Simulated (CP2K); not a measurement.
Runs of CP2K 2026.2 on CsBr. Symmetry: Pm-3m, No. 221, cubic system. Conventional cell: a = 4.326 Å, b = 4.326 Å, c = 4.326 Å, α = 90.00°, β = 90.00°, γ = 90.00°. Cs (site symmetry m-3m) has 8 Br at 3.75 Å as nearest neighbours. Around Br (site symmetry m-3m) lie 8 Cs at 3.75 Å. The cell comes from a database or a generator and needn't be the stable form of this composition.

```csv
task,level,potentials or basis,smearing,EPS_DEFAULT,NGRIDS,points a segment of the path (NPOINTS),bands added on the path,CUTOFF of the grids,gap on the mesh (eV),pressure (GPa)
band structure,r2SCAN,"POTENTIAL_UZH Cs GTH-SCAN-q9, Br GTH-SCAN-q7; TZVP-MOLOPT-SCAN-GTH basis",fermi-dirac 0.01 eV,1.0E-10,4,8,6,675 Ry,5.12,0.2
band structure,TB-mBJ,"POTENTIAL_UZH Cs GTH-PBE-q9, Br GTH-PBE-q7; TZVP-MOLOPT-PBE-GTH basis",fermi-dirac 0.1 eV,1.0E-9,4,8,6,675 Ry,(b),-
band structure,LDA,"GTH_POTENTIALS Cs GTH-PADE-q9, Br GTH-PADE-q7; TZVP-MOLOPT-PBE-GTH basis",fermi-dirac 0.1 eV,1.0E-9,5,10,2,450 Ry,3.98,(a)
band structure,PBEsol,"POTENTIAL_UZH Cs GTH-PBE-q9, Br GTH-PBE-q7; TZVP-MOLOPT-PBE-GTH basis",fermi-dirac 0.0259 eV,1.0E-9,5,8,6,450 Ry,4.15,-0.4
```

Alike in all rows: no spin polarisation; cell as given; k mesh 6 × 6 × 6.

Problem. Estimate the missing entries.

Solution. (a) -1.6; (b) 4.90.

Caveats: spin-orbit coupling is left out, which moves the levels of the heavy elements; the basis of atomic orbitals isn't converged, which shifts pressures, moduli and gaps; the potentials were made for another functional, which shifts forces and pressure (some runs); this is a model potential without an energy functional, so only levels have meaning (some runs).

A k mesh can miss the band edges, and the runs leave out spin-orbit coupling on Br, Cs.

Runs at the PBE level aren't shown here.
